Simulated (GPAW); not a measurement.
## ZrSe2 (1T monolayer): G0W0 on several meshes in GPAW

Wanted: mesh dependence and cost of G0W0 for ZrSe2 (1T monolayer).

Program: GPAW 26.7.0. Level of theory: LDA and many-body steps on it, plane waves. Results are calculated unless marked as measured.

### Step 1. The starting structure

The cell holds 3 atoms: 1 Zr and 2 Se. Cell: a = 3.711 Å, b = 3.711 Å, c = 14.500 Å, α = 90.0°, β = 90.0°, γ = 120.0°. Vacuum lies along c.

Structure file:

```xyz
3
Lattice="3.7110 0.0000 0.0000 -1.8555 3.2138 0.0000 0.0000 0.0000 14.5000" Properties=species:S:1:pos:R:3
Zr    0.0000    0.0000    7.2500
Se    0.0000    2.1426    8.8118
Se    1.8555    1.0713    5.6882
```

The structure was relaxed with LDA. The runs that relaxed it are not among those shown.

### Step 2. Empty states on the mesh, 9×9×1 mesh, 290 bands

This step: GPAW 26.7.0; DFT, LDA, plane waves, PAW.

The sums over transitions need many empty states on a uniform mesh; this step solves for them.

File run.py:

```python
import json
import numpy as np
from gpaw.mpi import world
from gpaw import GPAW

calc = GPAW('gs.gpw').fixed_density(kpts={'size': (9, 9, 1), 'gamma': True},
    parallel={'domain': 1, 'band': 1},
    txt='nscf.txt')
calc.diagonalize_full_hamiltonian(nbands=290)
calc.write('full.gpw', mode='all')
res = {}
kpts = calc.get_ibz_k_points()
res['kpts'] = kpts
res['eigenvalues'] = [calc.get_eigenvalues(kpt=k) for k in range(len(kpts))]
res['n_electrons'] = calc.get_number_of_electrons()

if world.rank == 0:
    with open('result.json', 'w') as f:
        json.dump(res, f, default=lambda x: x.tolist())
```

Run with:

```console
> mpirun -n 4 gpaw python run.py
```

Numbers of over 12 decimals in the logs are rounded to 6 here.

The program printed:

```text
Diagonalizing LCAO Hamiltonian
Converting LCAO to pw mode
convergence criteria:
- Maximum integral of absolute [eigenst]ate change: 4e-08 eV^2 / valence electron
maximum number of iterations: 100

SCF iterations
|iter     |     time |      energy | eigst |  dens |
|iter:   1|  |             | +0.74 |       |
|iter:   2|  |             | -0.89 |       |
|iter:   3|  |             | -1.54 |       |
[...]
|iter:  10|  |             | -6.36 |       |
|iter:  11|  |             | -7.01 |       |
|iter:  12|  |             | -7.60c|       |
SCF steps: 12
  __  _  _
 | _ |_)|_||  |
 |__||  | ||/\| - 26.7.0

Input parameters:
  mode=PW(ecut=450.000000),
  convergence={'density': 1e-06, 'bands': -3},
  gpts=array([20, 20, 72]),
  kpts=MonkhorstPack(size=(9, 9, 1), gamma=True),
  maxiter=100,
  nbands=19,
  occupations=Occupations(name='fermi-dirac', width=0.001, fixmagmom=False),
  parallel={'domain': 1, 'band': 1},
  xc=XC(name='LDA')
Matrix size: 3771x3771
# Writing to full.gpw (mode='all')
  [... matrices ...]

timing:  # [seconds]
  Total: 150.359  # ━━━━━━━━━━━━━━━━━━━━━━━━━━━━━━━━━━━━━━━━━━━━━━━━━━━━━━━━━
```

Run time: 2.6 min. Hardware: 4 MPI ranks of Arm Neoverse V1, shared host; peak memory 5.3 GiB.

This step gave:

```
gap                                                           : 0.3168 eV
k of the valence top                                          : 0, 0, 0
k of the conduction bottom                                    : 0.4444, 0, 0
least direct gap                                              : 1.011 eV
k points computed                                             : 12
lowest point of the top converged band, above the valence top : 76.3355 eV
```

On this mesh the gap is 0.317 eV.

### Step 3. 9×9×1

G0W0 replaces the xc potential by the self-energy, built once from these orbitals. Only a window of levels is corrected, while the sums run over the empty bands that the input names.

This step: G0W0 on LDA, plane waves, PAW.

File run.py:

```python
import json
import numpy as np
from gpaw.mpi import world
from gpaw.response.g0w0 import G0W0

gw = G0W0('full.gpw',
    filename='gw',
    kpts=[0, 9],
    bands=(10, 14),
    ecut=48,
    nbands=130,
    truncation='2D',
    integrate_gamma='sphere',
    q0_correction=True,
    frequencies={'type': 'nonlinear', 'domega0': 0.15, 'omega2': 15.0},
    eta=0.1,
    nblocksmax=True)
gw.calculate()
res = {mode: {k: v for k, v in r.items() if k != 'sigma_eskwn'}
       for mode, r in gw.all_results.items()}

if world.rank == 0:
    with open('result.json', 'w') as f:
        json.dump(res, f, default=lambda x: x.tolist())
```

Run with:

```console
> mpirun -n 4 gpaw python run.py
```

The program printed:

```text
Using integrator: PointIntegrator
NonLinearFrequencyDescriptor(from 0.000 to 95.411 eV, 176 points)
Nonperiodic BCs:  [False False  True]
Using integrator: PointIntegrator
NonLinearFrequencyDescriptor(from 0.000 to 95.411 eV, 176 points)
Nonperiodic BCs:  [False False  True]
Applying analytical 2D correction to W:
    Evaluating Gamma point contribution to W on a 17x17x1 grid
  ___  _ _ _
 |   || | | |
 | | || | | |
 |__ ||_____|
 |___|

BZ k-points: Symmetries present (total): 12

  [... matrices ...]
81 k-points: 9 x 9 x 1 Monkhorst-Pack grid
12 k-points in the irreducible part of the Brillouin zone
       k-points in crystal coordinates                weights
   0:     0.00000000    0.00000000    0.00000000          1/81
   1:     0.11111111    0.00000000    0.00000000          6/81
   2:     0.22222222   -0.11111111    0.00000000          6/81
   3:     0.22222222    0.00000000    0.00000000          6/81
   4:     0.33333333   -0.11111111    0.00000000         12/81
   5:     0.33333333    0.00000000    0.00000000          6/81
   6:     0.33333333    0.33333333    0.00000000          2/81
   7:     0.44444444   -0.22222222    0.00000000          6/81
   8:     0.44444444   -0.11111111    0.00000000         12/81
   9:     0.44444444    0.00000000    0.00000000          6/81
          ...
  11:     0.44444444    0.44444444    0.00000000          6/81

Distributing spins, k-points and bands (1 x 2 x 4) over 1 process
Number of blocks: 4

Quasi particle states:
k-points (IBZ indices): [0, 9]
Band range: (10, 14)
  [... matrices ...]
Computational parameters:
Plane wave cut-off: 48 eV
Number of bands: 130
Coulomb cutoff: 2D
Broadening: 0.1 eV

fxc modes: GW
Kernel: RPA
Using full-frequency real axis integration
Summing all q:

Calculating screened Coulomb potential
2D Coulomb truncation
NonLinearFrequencyDescriptor(from 0.000 to 95.411 eV, 176 points)
Removing empty qpoint cache files...

Calculating chi0 body with:
    Ground state adapter containing:
    Number of spins: 1
    Number of kpoints: 81
    Number of irreducible kpoints: 12
    Number of completely occupied states: 12
    Number of partially occupied states: 12
    Occupied states memory: 5.2734375 M / cpu

    Linear response parametrization:
    q_c: [0.0, 0.0, 0.0]
    Number of frequency points: 176
    Planewave cutoff: 48.0
    Number of bands: 130
    Number of planewaves: 125
    Broadening (eta): 0.1
    comm.size: 4
    kncomm.size: 1
    blockcomm.size: 4

    Memory estimate of potentially large arrays:
        chi0_wGG: 10.490417 M / cpu
Integrating chi0 body.

Symmetries of q_c:
    Direct symmetries (Uq -> q): 12
    Indirect symmetries (TUq -> q): 0
In total 12 allowed symmetries.

  [... matrices ...]
12 groups of equivalent kpoints. 85.185185% reduction.

Integral kind: spectral function
Integrating chi0 head and wings.

Symmetries of q_c:
    Direct symmetries (Uq -> q): 12
    Indirect symmetries (TUq -> q): 0
In total 12 allowed symmetries.

  [... matrices ...]
12 groups of equivalent kpoints. 85.185185% reduction.

Integral kind: spectral function wings

Calculating chi0 body with:
    Ground state adapter containing:
    Number of spins: 1
    Number of kpoints: 81
    Number of irreducible kpoints: 12
    Number of completely occupied states: 12
    Number of partially occupied states: 12
    Occupied states memory: 5.2734375 M / cpu

[... the further q-points ...]

Results:
f:      Occupation numbers
eps:     KS-eigenvalues [eV]
vxc:     KS vxc [eV]
exx:     Exact exchange [eV]
sigma:   Self-energies [eV]
dsigma:  Self-energy derivatives
Z:       Renormalization factors
qp:      QP-energies [eV]

k-point 0 (0): (0.000, 0.000, 0.000)                GW
band       f     eps     vxc     exx   sigma  dsigma       Z      qp
                                                                   GW
  10   1.000  -0.743 -16.150 -17.404   1.366  -0.387   0.721  -0.663
  11   1.000  -0.743 -16.150 -17.404   1.366  -0.387   0.721  -0.663
  12   0.000   0.269 -16.304 -10.828  -3.647  -0.437   0.696   1.541
  13   0.000   0.269 -16.304 -10.828  -3.647  -0.437   0.696   1.541

k-point 1 (9): (0.444, 0.000, 0.000)                GW
band       f     eps     vxc     exx   sigma  dsigma       Z      qp
                                                                   GW
  10   1.000  -2.362 -14.681 -17.099   2.195  -0.468   0.681  -2.515
  11   1.000  -1.857 -15.472 -17.437   1.871  -0.419   0.705  -1.924
  12   0.000  -0.426 -14.994 -10.361  -3.082  -0.419   0.705   0.667
  13   0.000   1.892 -18.068 -11.112  -4.786  -0.560   0.641   3.284
```

The job ended after 2.3 min (4 MPI ranks; peak memory 2.1 GiB).

Numbers from this step:

- G0W0 gap on the points computed: 1.329 eV
- least direct G0W0 gap on the computed points: 2.204 eV
- Z at the valence top: 0.7209
- Z at the conduction bottom: 0.7045
- starting gap on the mesh: 0.3168 eV
- k of the valence top: 0, 0, 0
- k of the conduction bottom: 0.4444, 0, 0

The gap on the mesh goes from 0.32 eV to 1.33 eV, a correction of +1.01 eV.

### Step 4. Empty states on the mesh, 6×6×1 mesh, 140 bands

This step: DFT, LDA, plane waves, PAW.

File run.py:

```python
import json
import numpy as np
from gpaw.mpi import world
from gpaw import GPAW

calc = GPAW('gs.gpw').fixed_density(kpts={'size': (6, 6, 1), 'gamma': True},
    nbands=163,
    convergence={'bands': 140},
    txt='nscf.txt')
calc.write('full.gpw', mode='all')
res = {}
kpts = calc.get_ibz_k_points()
res['kpts'] = kpts
res['eigenvalues'] = [calc.get_eigenvalues(kpt=k) for k in range(len(kpts))]
res['n_electrons'] = calc.get_number_of_electrons()

if world.rank == 0:
    with open('result.json', 'w') as f:
        json.dump(res, f, default=lambda x: x.tolist())
```

Run with:

```console
> mpirun -n 4 gpaw python run.py
```

The program printed:

```text
Diagonalizing LCAO Hamiltonian
Converting LCAO to pw mode
convergence criteria:
- Maximum integral of absolute [eigenst]ate change: 4e-08 eV^2 / valence electron
maximum number of iterations: 100

SCF iterations
|iter     |     time |      energy | eigst |  dens |
|iter:   1|  |             | +4.18 |       |
|iter:   2|  |             | +2.94 |       |
|iter:   3|  |             | +1.83 |       |
[...]
|iter:  13|  |             | -6.81 |       |
|iter:  14|  |             | -7.37 |       |
|iter:  15|  |             | -7.69c|       |
SCF steps: 15
  __  _  _
 | _ |_)|_||  |
 |__||  | ||/\| - 26.7.0

Input parameters:
  mode=PW(ecut=450.000000),
  convergence={'bands': 140},
  gpts=array([20, 20, 72]),
  kpts=MonkhorstPack(size=(6, 6, 1), gamma=True),
  maxiter=100,
  nbands=163,
  occupations=Occupations(name='fermi-dirac', width=0.001, fixmagmom=False),
  parallel={},
  xc=XC(name='LDA')
# Writing to full.gpw (mode='all')
  [... matrices ...]

timing:  # [seconds]
  Total: 0.044  # ━━━━━━━━━━━━━━━━━━━━━━━━━━━━━━━━━━━━━━━━━━━━━━━━━━━━━━━━━━━
```

The job ended after 35 s (4 MPI ranks; peak memory 0.94 GiB).

Numbers from this step:

| Quantity | Value |
| --- | --- |
| gap | 0.2931 eV |
| k of the valence top | 0, 0, 0 |
| k of the conduction bottom | 0.5, 0.5, 0 |
| least direct gap | 1.011 eV |
| k points computed | 7 |
| lowest point of the top converged band, above the valence top | 44.83 eV |

On this mesh the gap is 0.293 eV.

### Step 5. 6×6×1

This step: G0W0 on LDA, plane waves, PAW.

File run.py:

```python
import json
import numpy as np
from gpaw.mpi import world
from gpaw.response.g0w0 import G0W0

gw = G0W0('full.gpw',
    filename='gw',
    kpts=[0, 6],
    bands=(10, 14),
    ecut=48,
    nbands=130,
    truncation='2D',
    integrate_gamma='sphere',
    q0_correction=True,
    frequencies={'type': 'nonlinear', 'domega0': 0.15, 'omega2': 15.0},
    eta=0.1,
    nblocksmax=True)
gw.calculate()
res = {mode: {k: v for k, v in r.items() if k != 'sigma_eskwn'}
       for mode, r in gw.all_results.items()}

if world.rank == 0:
    with open('result.json', 'w') as f:
        json.dump(res, f, default=lambda x: x.tolist())
```

Run with:

```console
> mpirun -n 4 gpaw python run.py
```

The program printed:

```text
Using integrator: PointIntegrator
NonLinearFrequencyDescriptor(from 0.000 to 95.411 eV, 176 points)
Nonperiodic BCs:  [False False  True]
Using integrator: PointIntegrator
NonLinearFrequencyDescriptor(from 0.000 to 95.411 eV, 176 points)
Nonperiodic BCs:  [False False  True]
Applying analytical 2D correction to W:
    Evaluating Gamma point contribution to W on a 25x25x1 grid
  ___  _ _ _
 |   || | | |
 | | || | | |
 |__ ||_____|
 |___|

BZ k-points: Symmetries present (total): 12

  [... matrices ...]
36 k-points: 6 x 6 x 1 Monkhorst-Pack grid + [1/12,1/12,0.000000]
7 k-points in the irreducible part of the Brillouin zone
       k-points in crystal coordinates                weights
   0:     0.00000000    0.00000000    0.00000000          1/36
   1:     0.16666667    0.00000000    0.00000000          6/36
   2:     0.33333333   -0.16666667    0.00000000          6/36
   3:     0.33333333    0.00000000    0.00000000          6/36
   4:     0.33333333    0.33333333    0.00000000          2/36
   5:     0.50000000    0.33333333    0.00000000         12/36
   6:     0.50000000    0.50000000    0.00000000          3/36

Distributing spins, k-points and bands (1 x 2 x 4) over 1 process
Number of blocks: 4

Quasi particle states:
k-points (IBZ indices): [0, 6]
Band range: (10, 14)
  [... matrices ...]
Computational parameters:
Plane wave cut-off: 48 eV
Number of bands: 130
Coulomb cutoff: 2D
Broadening: 0.1 eV

fxc modes: GW
Kernel: RPA
Using full-frequency real axis integration
Summing all q:

Calculating screened Coulomb potential
2D Coulomb truncation
NonLinearFrequencyDescriptor(from 0.000 to 95.411 eV, 176 points)
Removing empty qpoint cache files...

Calculating chi0 body with:
    Ground state adapter containing:
    Number of spins: 1
    Number of kpoints: 36
[...]
q_c: [1.3877787807814457e-17, 1.3877787807814457e-17, 0.0]
    Number of frequency points: 176
    Planewave cutoff: 48.0
    Number of bands: 130
    Number of planewaves: 125
    Broadening (eta): 0.1
    comm.size: 4
    kncomm.size: 1
    blockcomm.size: 4

    Memory estimate of potentially large arrays:
        chi0_wGG: 10.490417 M / cpu
Integrating chi0 body.

Symmetries of q_c:
    Direct symmetries (Uq -> q): 12
    Indirect symmetries (TUq -> q): 0
In total 12 allowed symmetries.

  [... matrices ...]
7 groups of equivalent kpoints. 80.555556% reduction.

Integral kind: spectral function
Integrating chi0 head and wings.

Symmetries of q_c:
    Direct symmetries (Uq -> q): 12
    Indirect symmetries (TUq -> q): 0
In total 12 allowed symmetries.

  [... matrices ...]
7 groups of equivalent kpoints. 80.555556% reduction.

Integral kind: spectral function wings

Calculating chi0 body with:
    Ground state adapter containing:
    Number of spins: 1
    Number of kpoints: 36
    Number of irreducible kpoints: 7
    Number of completely occupied states: 12
    Number of partially occupied states: 12
[... the further q-points ...]

Results:
f:      Occupation numbers
eps:     KS-eigenvalues [eV]
vxc:     KS vxc [eV]
exx:     Exact exchange [eV]
sigma:   Self-energies [eV]
dsigma:  Self-energy derivatives
Z:       Renormalization factors
qp:      QP-energies [eV]

k-point 0 (0): (0.000, 0.000, 0.000)                GW
band       f     eps     vxc     exx   sigma  dsigma       Z      qp
                                                                   GW
  10   1.000  -0.743 -16.150 -17.535   1.491  -0.411   0.709  -0.668
  11   1.000  -0.743 -16.150 -17.535   1.491  -0.411   0.709  -0.668
  12   0.000   0.269 -16.304 -10.718  -3.753  -0.460   0.685   1.524
[...]
k-point 1 (6): (0.500, 0.500, 0.000)                GW
band       f     eps     vxc     exx   sigma  dsigma       Z      qp
                                                                   GW
[...]
12   0.000  -0.450 -15.002 -10.312  -3.134  -0.437   0.696   0.633
  13   0.000   1.917 -18.168 -11.141  -4.831  -0.581   0.633   3.306
```

It took 43 s on 4 MPI ranks; peak memory 1.5 GiB.

This step gave:

```yaml
g0w0_gap_on_the_points_computed: 1.301 eV
least_direct_g0w0_gap_on_the_computed_points: 2.192 eV
z_at_the_valence_top: 0.7088
z_at_the_conduction_bottom: 0.6960
starting_gap_on_the_mesh: 0.2931 eV
k_of_the_valence_top: 0, 0, 0
k_of_the_conduction_bottom: 0.5, 0.5, 0
```

Against G0W0 in GPAW (9×9×1 mesh, 130 bands, screening to 48 eV, full frequency, Hilbert transform), the gap moves by −0.028 eV.

### Step 6. The runs together

Times are wall times on 4 MPI ranks of Arm Neoverse V1, shared host, good to a factor of about two.

```tsv
run	mesh	bands	screening cutoff (eV)	DFT gap (eV)	gap on the mesh (eV)	direct (eV)	time
9×9×1	9×9×1	130	48	0.317	1.329	2.204	2.3 min
6×6×1	6×6×1	130	48	0.293	1.301	2.192	43 s
```

### Step 7. What came out

| Quantity | Value |
| --- | --- |
| 9×9×1 | 1.329 eV |
| 6×6×1 | 1.301 eV |
| known limits | not at the basis limit; no spin-orbit coupling |

6×6×1: −0.028 eV against 9×9×1, −0.024 eV of it in the start. Bands and cutoff are finite, so the gap is not at the basis limit. The miss can reach some tenths of an eV and take either sign; the mesh is an error of its own. These stock PAW sets were not made for GW; the filled d or f shell of Se lies in the frozen core, which bears on start and correction. In the G0W0 runs levels were corrected at 2 k points alone, so a gap called «on the mesh» is the least over those, and an edge elsewhere would be missed. The many-body steps are scalar-relativistic: spin-orbit coupling is not in them.

[Paths, hosts, dates, memory and timing lines, banners, echoed tables and standing remarks are left out of the program output.]

[Logs are printed without paths, hosts, clocks, repeated set-up lines and the standing remarks that a program may print on its own settings, such as how far it seeks lower states.]

[Runs of the session that timed out or met a known fault of the program may be left out.]

[Hosts, paths, dates, database ids (printed as entryN), source tags and the programs' standing remarks are cut or masked in the printed files.]
